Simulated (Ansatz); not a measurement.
ZrN:

```
CELL_PARAMETERS angstrom
0.00000 2.30000 2.30000
2.30000 0.00000 2.30000
2.30000 2.30000 0.00000
ATOMIC_POSITIONS crystal
Zr 0.50000 0.50000 0.50000
N 0.00000 0.00000 0.00000
```

Base run:

```yaml
Program: Ansatz 0.2.0
Functional: PBEsol
Potentials_or_basis: all-electron LAPW, scalar-relativistic
Cutoff: 281 eV (chosen from the basis error)
Basis_error_allowed: 0.001 eV/atom
k_mesh: 10 × 10 × 10
Occupations: fermi-dirac, width 0.05 eV
Spin: no spin polarisation
```

Its results: pressure -7.8 GPa.

Task: The run is repeated on the same cell with these changes: functional from PBEsol to RPBE. What comes out?

Result: Pressure 3.0 GPa.

RPBE binds less tightly than PBEsol, so the same cell stands under more pressure.
